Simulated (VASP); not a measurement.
Crystal: HfC.

```
Hf C
1.0
     0.00000    2.32500    2.32500
     2.32500    0.00000    2.32500
     2.32500    2.32500    0.00000
Hf C
1 1
Direct
  0.50000 0.50000 0.50000
  0.00000 0.00000 0.00000
```

| Item | Value |
| --- | --- |
| Program | VASP 6.6.1 |
| Task | relaxation of cell and atoms |
| Functional | PBEsol |
| Potentials or basis | VASP PAW PBE potentials, release 64 (Hf_pv, C) |
| Cutoff | 600 eV |
| k mesh | 10 × 10 × 10 |
| Occupations | fermi-dirac, width 0.05 eV |
| Spin | no spin polarisation |

At the start: pressure -7.0 GPa; volume 12.57 Å³/atom.

Where does the relaxation end?

Over 4 steps the energy falls by 8.2 meV/atom and the volume is 12.20 Å³/atom (-2.9 %); space group Fm-3m (No. 225, to 0.05 Å).

Step by step:
```tsv
step	energy change (eV)	largest force (eV/Å)	pressure (GPa)	volume (Å³)
1	0.0000	0.0000	-7.04	25.14
2	0.0371	0.0000	14.57	23.18
3	-0.0164	0.0000	-0.18	24.42
4	-0.0164	0.0000	0.05	24.40
```

Final structure:
```cif
data_structure
_symmetry_space_group_name_H-M 'P 1'
_symmetry_Int_Tables_number 1
_cell_length_a 3.2558
_cell_length_b 3.2558
_cell_length_c 3.2558
_cell_angle_alpha 60.000
_cell_angle_beta 60.000
_cell_angle_gamma 60.000
_cell_volume 24.40
loop_
_atom_site_label
_atom_site_type_symbol
_atom_site_fract_x
_atom_site_fract_y
_atom_site_fract_z
_atom_site_occupancy
Hf1 Hf 0.50000 0.50000 0.50000 1
C1 C 0.00000 0.00000 0.00000 1
```

Caveat: the PAW data sets were made with another functional, which shifts forces and pressure a little.
